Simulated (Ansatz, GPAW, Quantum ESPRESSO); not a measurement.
# SiC: valence-band photoemission, part 2 of 8

Aim: the valence spectrum of SiC from He I to hard X-rays, and which orbitals make each feature.

Ansatz 0.2.0, Quantum ESPRESSO 7.5 and GPAW 26.7.0; DFT, PBEsol, plane-wave PAW, default files, scalar-relativistic (the session's first sound run).

So far. Step 2 (The base run): At this level the gap is 1.24 eV on the path.

**3. With LDA**

This step: DFT, LDA, plane-wave PAW, default files, scalar-relativistic (Ansatz 0.2.0).

The run is repeated with LDA on the same cell, to see how much the levels hang on the functional.

Input file input.yaml:

```yaml
crystal:
  lattice:
    - [0.0, 2.179, 2.179]
    - [2.179, 0.0, 2.179]
    - [2.179, 2.179, 0.0]
  atoms:
    - { symbol: Si, position: [0.0, 0.0, 0.0] }
    - { symbol: C, position: [0.75, 0.75, 0.75] }
kpoints:
  mp_grid: { grid: [16, 16, 16] }
  band_path:
    path:
      - [[0.0, 0.0, 0.0], [-0.5, -0.5, 0.0], [-0.375, -0.375, 0.25]]
      - [[-0.375, 0.0, 0.375], [0.0, 0.0, 0.0], [0.0, 0.0, 0.5], [-0.5, -0.25, 0.25], [-0.5, -0.5, 0.0]]
    npoints: 15
scf:
  occupations: { method: fermi_dirac, width: 0.05 }
  n_extra_bands: 8
hamiltonian:
  xc: lda
  pseudopotentials: { kind: paw }
output:
  forces: true
  stress: true
  dos:
    projected: true
    de: 0.05
    e_range: [-28, 12]
    nscf_kmesh: { grid: [26, 26, 26] }
  fatbands: true
```

Run with:

```console
ansatz run input.yaml --threads 2 --pin off --max-ram 6144MiB --backend cpu --events-out ev --progress --plain --runs-dir out
```

Numbers of over 12 decimals in the logs are rounded to 6 here.

The program printed:

```text
[...]
Crystal: 2 atoms, lattice volume = 20.692 Å³
Basis set: ecut = 420 eV, 411 PW (Γ)
Bands: 12, of which v1, the nominal top of the filled ones, is band 4 counted from 1 (3 counted from 0)
Symmetry: 24 space group operations
[...]
k-points: 145 of 4096 (time reversal used)
[...]
SCF iter   1: F=—  HF=-852.198808 eV  |F-HF|=—  |Δ(HF+E_count)|=         —  Δρ=7.66e-3  dr2=1.27e-2  ethr=1.77e-3  ⟨swp⟩=5.8  Hψ=11726  notcnv=0  defer=184
[...]
SCF iter   6: F=-852.194977 eV  HF=-852.194977 eV  |F-HF|=2.82e-11  |Δ(HF+E_count)|=   8.59e-9  Δρ=1.08e-6  dr2=9.84e-11  ethr=1.79e-10  ⟨swp⟩=6.1  Hψ=7515  notcnv=0
SCF 1 converged in 6 iterations: F = -852.194977 eV  dr2 = 9.84e-11
[...]
NSCF: frozen V_eff on 92 k-points
[...]
SCF converged after 6 iterations
Free energy (F): -852.194977 eV
[...]
Internal energy: -852.194977 eV  (E = F + TS)
E sigma→0 (E₀):  -852.194977 eV
Entropy (-TS):   -0.000000 eV (-0.000 meV/atom)
Fermi energy:    9.948307 eV
[...]
--- Stress (GPa, compression-positive) ---
       -4.426599      -0.000000      -0.000000
       -0.000000      -4.426599       0.000000
       -0.000000       0.000000      -4.426599
  P = ⅓ Tr σ = -4.4266 GPa (-44.266 kbar)
--- Band table (eV; the first three rows and the last of 145) ---
  k-point 0: bands = [-6.0748, 9.2438, 9.2438, 9.2438, 15.5109, 16.4432, 16.4432, 16.4432, ... 4 higher]
  k-point 1: bands = [-5.9981, 8.8232, 9.1890, 9.1890, 15.6712, 16.5063, 16.5455, 16.5455, ... 4 higher]
  k-point 2: bands = [-5.7691, 7.7738, 9.0420, 9.0420, 15.6886, 16.7929, 16.7929, 16.9944, ... 4 higher]
  k-point 144: bands = [-0.7295, 2.2090, 4.2266, 4.5359, 14.3827, 18.5732, 18.6077, 18.8648, ... 4 higher]
```

Elapsed: 7.8 s, on 2 threads of Arm Neoverse V1, shared host; peak memory 0.31 GiB; 15 s of CPU time.

This step gave:

```
free energy                                    : -852.1950 eV
Fermi energy                                   : 9.948 eV
pressure                                       : -4.427 GPa
gap on the k-mesh                              : 1.317 eV
share of occupied states in no projected shell : 0.0089 of the occupied states in the window
gap on the path                                : 1.317 eV
least direct gap on the path                   : 4.510 eV
```

The electronic bands at the labelled points (eV, zero at the valence-band maximum; v1 is the highest filled band, c1 the lowest empty one):

```tsv
point	v4	v3	v2	v1	c1	c2
Γ	-15.32	0.00	0.00	0.00	6.27	7.20
0.53 of the way	-13.50	-3.63	-2.09	-2.09	3.68	5.98
X	-10.22	-7.82	-3.19	-3.19	1.32	4.19
0.53 of the way	-10.16	-7.64	-4.35	-3.02	2.12	5.31
U	-10.21	-7.29	-5.57	-2.60	3.04	7.65
jump to K	-10.21	-7.29	-5.57	-2.60	3.04	7.65
0.47 of the way	-13.30	-4.76	-3.24	-0.65	6.47	7.94
Γ	-15.32	0.00	0.00	0.00	6.27	7.20
0.53 of the way	-13.96	-4.66	-0.66	-0.66	5.87	7.77
L	-11.70	-8.55	-1.06	-1.06	5.38	7.14
0.53 of the way	-10.96	-7.75	-3.93	-2.43	5.12	7.30
W	-9.97	-7.04	-5.02	-4.71	5.14	9.33
0.47 of the way	-10.09	-7.47	-4.18	-4.13	3.19	6.09
X	-10.22	-7.82	-3.19	-3.19	1.32	4.19
```

Of the projections kept (Si s, Si p, C s, C p, not projected), the largest for each band there; the rest of the weight can lie on other orbitals:

```tsv
point	v4	v3	v2	v1	c1	c2
Γ	Si s 0.58	C p 0.91	C p 0.91	C p 0.91	C s 0.51	Si p 0.94
X	C s 0.58	C p 0.60	C p 0.63	C p 0.63	Si p 0.52	not projected 0.39
U	C s 0.59	C p 0.53	C p 0.54	C p 0.66	Si p 0.41	not projected 0.44
K	C s 0.59	C p 0.53	C p 0.54	C p 0.66	Si p 0.41	not projected 0.44
Γ	Si s 0.58	C p 0.91	C p 0.91	C p 0.91	C s 0.51	Si p 0.94
L	C s 0.50	C p 0.49	C p 0.79	C p 0.79	C s 0.40	Si p 0.65
```

The electronic bands as a text plot (rows in eV, shown from -8.0 to 4.2 only):

```
    3.9 |            +     +
    3.4 |      +          +                                  +
    2.9 |       +        +
    2.4 |        +      +                                     +
    1.9 |         +    +                                       +
    1.4 |          ++++                                         +
    0.9 |
    0.4 |
   -0.1 |**                      **********
   -0.6 |  **                   *   **  *  ****
   -1.1 |   **                **   **    *     *****
   -1.6 |    **             **    *                ***
   -2.2 |      **         **     * *      *         *
   -2.7 |        **      *        *                   **
   -3.2 |     *    ******       **         *         *          *
   -3.7 |      *               *            *         * *     **
   -4.2 |       *      *      *                        * *   *
   -4.7 |               *    *  *                         ***
   -5.2 |        *       *  *  *             *          ***
   -5.7 |         *       **  *
   -6.2 |                    *                *
   -6.7 |                  **
   -7.2 |          *     **                    *        ******
   -7.7 |           *****                             **      ***
         Γ           X  U|K            Γ         L        W     X
```

This run's widths, added to any smearing of the DOS itself: Gaussian 0.3 eV, Lorentzian 0.2 eV plus 0.08 an eV of depth. Intensity against binding energy, zero at the valence-band maximum; values in % of the maximum within 13 eV:

```tsv
binding energy (eV)	21.2 eV	60 eV	1486.7 eV	5950 eV	9251.7 eV
-1	3.10	3.35	2.08	1.46	1.37
0	21.2	20.2	5.79	3.06	2.69
1	87.3	84.8	26.4	12.8	10.8
2	97.7	100.0	44.0	24.5	21.6
3	89.4	96.3	55.6	34.9	31.6
4	61.7	70.2	54.2	39.2	36.7
5	49.2	58.4	53.3	40.8	38.7
6	32.1	41.4	53.9	47.4	46.2
7	46.4	59.3	97.5	96.7	96.6
8	22.7	30.1	47.8	45.7	45.3
9	6.51	12.9	23.4	19.5	18.7
10	6.70	26.3	54.7	39.8	36.9
11	7.35	42.1	96.0	74.2	69.8
12	-	36.7	90.6	75.1	71.9
13	-	25.8	67.9	59.0	57.0
14	-	17.3	49.3	44.5	43.4
15	-	9.33	28.0	26.0	25.5
16	-	3.85	10.8	9.84	9.62
```

Spectra as before, but with a recipe of its own (widths, and in some runs the light), which changes peak heights and what is resolved: Gaussian 0.3 eV, Lorentzian 0.2 eV plus 0.08 times the binding energy, unpolarised light, analyser at 45°, Fermi edge at 20 K; some photon energies differ too.

Side by side:

```tsv
quantity	this run	base run	difference
gap on the path (eV)	1.3173	1.2439	0.0734
least direct gap on the path (eV)	4.5102	4.453	0.0572
gap on the k-mesh (eV)	1.3173	1.2439	0.0734
```

One result that differs is the gap on the path, 1.32 eV against 1.24 eV.

At this level the gap is 1.32 eV on the path.

**4. A coarser DOS mesh**

This step: DFT, PBEsol, plane-wave PAW, default files, scalar-relativistic (Ansatz 0.2.0).

A coarser mesh is cheaper; this run shows what it does to the DOS. The DOS is also smeared by Gaussians here, in place of tetrahedra.

input.yaml, the sections that differ from step 3:

```yaml
kpoints:
  mp_grid: { grid: [16, 16, 16] }
hamiltonian:
  xc: pbesol
  pseudopotentials: { kind: paw }
output:
  forces: true
  stress: true
  dos:
    projected: true
    de: 0.05
    e_range: [-28, 12]
    nscf_kmesh: { grid: [10, 10, 10] }
    method: { smearing: { sigma: 0.1, scheme: gaussian } }
# crystal, scf: as in step 3
```

The program printed:

```text
[...]
Crystal: 2 atoms, lattice volume = 20.692 Å³
Basis set: ecut = 420 eV, 411 PW (Γ), exchange–correlation on 48×48×48 points (8 copies of the dense FFT grid, shifted against one another)
Bands: 12, of which v1, the nominal top of the filled ones, is band 4 counted from 1 (3 counted from 0)
Symmetry: 24 space group operations
[...]
k-points: 145 of 4096 (time reversal used)
[...]
SCF iter   1: F=—  HF=-868.711142 eV  |F-HF|=—  |Δ(HF+E_count)|=         —  Δρ=8.26e-3  dr2=1.71e-2  ethr=1.77e-3  ⟨swp⟩=5.7  Hψ=11702  notcnv=0  defer=89
[...]
SCF iter   6: F=-868.706186 eV  HF=-868.706186 eV  |F-HF|=1.46e-10  |Δ(HF+E_count)|=   5.16e-9  Δρ=2.04e-6  dr2=6.36e-10  ethr=2.25e-10  ⟨swp⟩=6.3  Hψ=7467  notcnv=0
SCF 1 converged in 6 iterations: F = -868.706186 eV  dr2 = 6.36e-10
[...]
SCF converged after 6 iterations
Free energy (F): -868.706186 eV
[...]
Internal energy: -868.706186 eV  (E = F + TS)
E sigma→0 (E₀):  -868.706186 eV
Entropy (-TS):   -0.000000 eV (-0.000 meV/atom)
Fermi energy:    10.086154 eV
[...]
--- Stress (GPa, compression-positive) ---
       -0.181263       0.000000      -0.000000
        0.000000      -0.181263       0.000000
       -0.000000       0.000000      -0.181263
  P = ⅓ Tr σ = -0.1813 GPa (-1.813 kbar)
--- Band table (eV; the first three rows and the last of 145) ---
  k-point 0: bands = [-6.0030, 9.4181, 9.4181, 9.4181, 15.5855, 16.6610, 16.6610, 16.6610, ... 4 higher]
  k-point 1: bands = [-5.9262, 8.9896, 9.3631, 9.3631, 15.7586, 16.7214, 16.7642, 16.7642, ... 4 higher]
  k-point 2: bands = [-5.6970, 7.9257, 9.2157, 9.2157, 15.8195, 17.0133, 17.0133, 17.1865, ... 4 higher]
  k-point 144: bands = [-0.6965, 2.3768, 4.3699, 4.6750, 14.5382, 18.7818, 18.8302, 19.0455, ... 4 higher]
```

It took 3.2 s on 2 threads; peak memory 0.31 GiB; 6.1 s of CPU time.

This step gave:

```yaml
free_energy: -868.7062 eV
fermi_energy: 10.09 eV
pressure: -0.1813 GPa
gap_on_the_k_mesh: 1.244 eV
```

This run's widths, added to any smearing of the DOS itself: Gaussian 0.15 eV, Lorentzian 0.2 eV plus 0.03 an eV of depth. Intensity against binding energy, zero at the valence-band maximum; values in % of the maximum within 13 eV:

```tsv
binding energy (eV)	21.2 eV	40.8 eV	1253.6 eV	1486.7 eV	8047.8 eV
-1	2.05	2.11	0.860	0.806	0.546
0	18.8	18.3	2.53	2.24	1.03
1	80.1	78.8	15.2	13.6	6.33
2	94.4	94.6	28.9	26.3	14.6
3	82.6	84.5	37.9	35.2	23.0
4	56.2	59.6	38.0	36.0	25.8
5	47.2	51.1	38.3	36.4	26.7
6	26.8	31.3	37.0	36.0	30.1
7	47.8	55.3	85.7	85.5	84.2
8	20.6	23.7	33.4	33.1	31.5
9	3.62	5.37	9.60	9.31	7.52
10	4.75	12.2	30.1	28.5	17.8
11	8.73	31.1	85.4	81.6	56.0
12	-	29.3	87.8	84.9	65.0
13	-	19.0	60.4	58.8	47.8
14	-	12.9	44.9	44.0	37.6
15	-	6.60	25.5	25.2	22.5
16	-	1.58	5.33	5.23	4.52
17	-	0.776	2.28	2.22	1.86
```

Spectra as before, but with a recipe of its own (widths, and in some runs the light), which changes peak heights and what is resolved: Gaussian 0.15 eV, Lorentzian 0.2 eV plus 0.03 times the binding energy, linear light, analyser at 10°, Fermi edge at 300 K; some photon energies differ too.

**5. Quantum ESPRESSO: self-consistent run**

This step: DFT, PBEsol, plane waves, ultrasoft GBRV pseudopotentials, scalar-relativistic (Quantum ESPRESSO 7.5).

The main run's cell is run in Quantum ESPRESSO, with other potentials, to see which digits hang on the program.

Input file scf.in:

```
&control
  calculation = 'scf'
  prefix = 'pes'
  outdir = './tmp'
  pseudo_dir = './pp'
  tprnfor = .true.
  tstress = .true.
/
&system
  ibrav = 0
  nat = 2
  ntyp = 2
  ecutwfc = 40.0
  ecutrho = 200.0
  occupations = 'smearing'
  nbnd = 12
  smearing = 'fd'
  degauss = 0.00367
/
&electrons
  conv_thr = 2e-09
  mixing_beta = 0.5
  electron_maxstep = 120
/
ATOMIC_SPECIES
Si 28.0850 si_pbesol_v1.uspp.F.UPF
C 12.0110 c_pbesol_v1.2.uspp.F.UPF
CELL_PARAMETERS angstrom
 0.000000000 2.179000000 2.179000000
 2.179000000 0.000000000 2.179000000
 2.179000000 2.179000000 0.000000000
ATOMIC_POSITIONS crystal
Si 0.000000000 0.000000000 0.000000000
C 0.750000000 0.750000000 0.750000000
K_POINTS automatic
16 16 16 0 0 0
```

Run with:

```console
OMP_NUM_THREADS=1 mpirun -n 2 pw.x -nk 2 -in scf.in > scf.out
```

The program printed:

```text
Program PWSCF v.7.5 starts

     This program is part of the open-source Quantum ESPRESSO suite
     for quantum simulation of materials; please cite
         "P. Giannozzi et al., J. Phys.:Condens. Matter 21 395502 (2009);
         "P. Giannozzi et al., J. Phys.:Condens. Matter 29 465901 (2017);
         "P. Giannozzi et al., J. Chem. Phys. 152 154105 (2020);
          URL
     in publications or presentations arising from this work. More details at

     Parallel version (MPI & OpenMP), running on       2 processor cores
     Number of MPI processes:                 2
     Threads/MPI process:                     1

     MPI processes distributed on     1 nodes
     40117 MiB available memory on the printing compute node when the environment starts

     Current dimensions of program PWSCF are:
     Max number of different atomic species (ntypx) = 10
     Max number of k-points (npk) =  40000
     Max angular momentum in pseudopotentials (lmaxx) =  4
     Message from routine setup:
     using ibrav=0 with symmetry is DISCOURAGED, use correct ibrav instead

     K-points division:     npool     =       2
     Subspace diagonalization in iterative solution of the eigenvalue problem:
     a serial algorithm will be used

     G-vector sticks info
     --------------------
     sticks:   dense  smooth     PW     G-vecs:    dense   smooth      PW
     Sum         463     367    121                 6615     4693     941

     Using Slab Decomposition

     bravais-lattice index     =            0
     lattice parameter (alat)  =       5.8233  a.u.
     unit-cell volume          =     139.6363 (a.u.)^3
     number of atoms/cell      =            2
     number of atomic types    =            2
     number of electrons       =         8.00
     number of Kohn-Sham states=           12
     kinetic-energy cutoff     =      40.0000  Ry
     charge density cutoff     =     200.0000  Ry
     scf convergence threshold =      2.0E-09
     mixing beta               =       0.5000
     number of iterations used =            8  plain     mixing
     Exchange-correlation= SLA  PW   PSX  PSC
                           (   1   4  10   8   0   0   0)

     celldm(1)=   5.823326  celldm(2)=   0.000000  celldm(3)=   0.000000
     celldm(4)=   0.000000  celldm(5)=   0.000000  celldm(6)=   0.000000

     crystal axes: (cart. coord. in units of alat)
               a(1) = (   0.000000   0.707107   0.707107 )
               a(2) = (   0.707107   0.000000   0.707107 )
               a(3) = (   0.707107   0.707107   0.000000 )

     reciprocal axes: (cart. coord. in units 2 pi/alat)
               b(1) = ( -0.707107  0.707107  0.707107 )
               b(2) = (  0.707107 -0.707107  0.707107 )
               b(3) = (  0.707107  0.707107 -0.707107 )

     PseudoPot. # 1 for Si read from file:
     ./pp/si_pbesol_v1.uspp.F.UPF
     Pseudo is Ultrasoft + core correction, Zval =  4.0
     Generated by new atomic code, or converted to UPF format
     Using radial grid of  899 points,  6 beta functions with:
                l(1) =   0
                l(2) =   0
                l(3) =   1
                l(4) =   1
                l(5) =   2
                l(6) =   2
     Q(r) pseudized with  8 coefficients,  rinner =    0.900   0.900   0.900
                                                       0.900   0.900

     PseudoPot. # 2 for C  read from file:
     ./pp/c_pbesol_v1.2.uspp.F.UPF
     Pseudo is Ultrasoft + core correction, Zval =  4.0
     Generated by new atomic code, or converted to UPF format
     Using radial grid of  721 points,  4 beta functions with:
                l(1) =   0
                l(2) =   0
                l(3) =   1
                l(4) =   1
     Q(r) pseudized with  8 coefficients,  rinner =    1.100   1.100   1.100

     atomic species   valence    mass     pseudopotential
     Si                4.00    28.08500     Si( 1.00)
     C                 4.00    12.01100     C ( 1.00)

     24 Sym. Ops. (no inversion) found

   Cartesian axes

     site n.     atom                  positions (alat units)
         1        Si     tau(   1) = (   0.0000000   0.0000000   0.0000000  )
         2        C      tau(   2) = (   1.0606602   1.0606602   1.0606602  )

     number of k points=   145  Fermi-Dirac smearing, width (Ry)=  0.0037

     Number of k-points >= 100: set verbosity='high' to print them.

     Dense  grid:     6615 G-vectors     FFT dimensions: (  27,  27,  27)

     Smooth grid:     4693 G-vectors     FFT dimensions: (  24,  24,  24)

     Estimated max dynamical RAM per process >      25.06 MB

     Estimated total dynamical RAM >      48.50 MB

     Initial potential from superposition of free atoms

     starting charge       7.9993, renormalised to       8.0000
     Starting wfcs are    8 randomized atomic wfcs +    4 random wfcs

     total cpu time spent up to now is        0.6 secs

     per-process dynamical memory:    19.5 Mb

     Self-consistent Calculation

     iteration #  1     ecut=    40.00 Ry     beta= 0.50
     Davidson diagonalization with overlap
     ethr =  1.00E-02,  avg # of iterations =  6.1

     total cpu time spent up to now is        1.9 secs

     total energy              =     -20.97178204 Ry
     estimated scf accuracy    <       0.42412160 Ry

     iteration #  2     ecut=    40.00 Ry     beta= 0.50
     Davidson diagonalization with overlap
     ethr =  5.30E-03,  avg # of iterations =  1.4

     total cpu time spent up to now is        2.6 secs

     total energy              =     -21.07050294 Ry
     estimated scf accuracy    <       0.02323565 Ry

     iteration #  3     ecut=    40.00 Ry     beta= 0.50
     Davidson diagonalization with overlap
     ethr =  2.90E-04,  avg # of iterations =  2.2

     total cpu time spent up to now is        3.4 secs

     total energy              =     -21.07350365 Ry
     estimated scf accuracy    <       0.00254338 Ry

     iteration #  4     ecut=    40.00 Ry     beta= 0.50
     Davidson diagonalization with overlap
     ethr =  3.18E-05,  avg # of iterations =  3.0

     total cpu time spent up to now is        4.1 secs

     total energy              =     -21.07362419 Ry
     estimated scf accuracy    <       0.00005441 Ry

     iteration #  5     ecut=    40.00 Ry     beta= 0.50
     Davidson diagonalization with overlap
     ethr =  6.80E-07,  avg # of iterations =  4.8

     total cpu time spent up to now is        5.2 secs

     total energy              =     -21.07366819 Ry
     estimated scf accuracy    <       0.00001060 Ry

     iteration #  6     ecut=    40.00 Ry     beta= 0.50
     Davidson diagonalization with overlap
     ethr =  1.32E-07,  avg # of iterations =  1.1

     total cpu time spent up to now is        5.8 secs

     total energy              =     -21.07366983 Ry
     estimated scf accuracy    <       0.00000001 Ry

     iteration #  7     ecut=    40.00 Ry     beta= 0.50
     Davidson diagonalization with overlap
     ethr =  1.28E-10,  avg # of iterations =  4.0

     total cpu time spent up to now is        6.8 secs

     total energy              =     -21.07366987 Ry
     estimated scf accuracy    <       0.00000001 Ry

     iteration #  8     ecut=    40.00 Ry     beta= 0.50
     Davidson diagonalization with overlap
     ethr =  1.28E-10,  avg # of iterations =  1.0

     total cpu time spent up to now is        7.4 secs

     End of self-consistent calculation

     Number of k-points >= 100: set verbosity='high' to print the bands.

     the Fermi energy is    10.0700 ev

!    total energy              =     -21.07366987 Ry
     estimated scf accuracy    <          9.6E-10 Ry
     smearing contrib. (-TS)   =      -0.00000000 Ry
     internal energy E=F+TS    =     -21.07366986 Ry

     The total energy is F=E-TS. E is the sum of the following terms:
     one-electron contribution =       5.61090252 Ry
     hartree contribution      =       2.29465190 Ry
     xc contribution           =      -8.04800247 Ry
     ewald contribution        =     -20.93122181 Ry

     convergence has been achieved in   8 iterations

     Forces acting on atoms (cartesian axes, Ry/au):

     atom    1 type  1   force =     0.00000000    0.00000000   -0.00000000
     atom    2 type  2   force =    -0.00000000   -0.00000000    0.00000000

     Total force =     0.000000     Total SCF correction =     0.000000

     Computing stress (Cartesian axis) and pressure

          total   stress  (Ry/bohr**3)                   (kbar)     P=       -2.92
  -0.00001982  -0.00000000  -0.00000000           -2.92       -0.00       -0.00
  -0.00000000  -0.00001982  -0.00000000           -0.00       -2.92       -0.00
  -0.00000000  -0.00000000  -0.00001982           -0.00       -0.00       -2.92

     XML data file, charge density, pseudopotentials, collected wavefunctions

     Called by init_run:

     Called by electrons:

     Called by c_bands:

     Called by *egterg:

     Called by h_psi:
                                        0.00s GPU  (    2405 calls)

     General routines

     Parallel routines

=------------------------------------------------------------------------------=
   JOB DONE.
=------------------------------------------------------------------------------=
```

Run time: 8.4 s. Hardware: 2 MPI ranks; 17 s of CPU time.

This step gave:

- free energy: -286.7219 eV
- Fermi energy: 10.07 eV
- pressure: -0.292 GPa
- gap on the k-mesh: 1.245 eV

At this level the gap is 1.24 eV on the k-mesh of the self-consistent run, which can miss the band edges.

(Part 2 of 8 ends here.)

[Logs are printed without paths, hosts, clocks, repeated set-up lines and the standing remarks that a program may print on its own settings, such as how far it seeks lower states.]

[Hosts, paths, dates, database ids (printed as entryN), source tags and the programs' standing remarks are cut or masked in the printed files.]

[Maps of the electrostatic potential energy from Ansatz leave out the sawtooth potential of an applied field or a dipole correction, so their vacuum need not be flat; work functions include it.]

[Peak lists hold at most the 14 tallest peaks of each spectrum; further lines can be left out.]
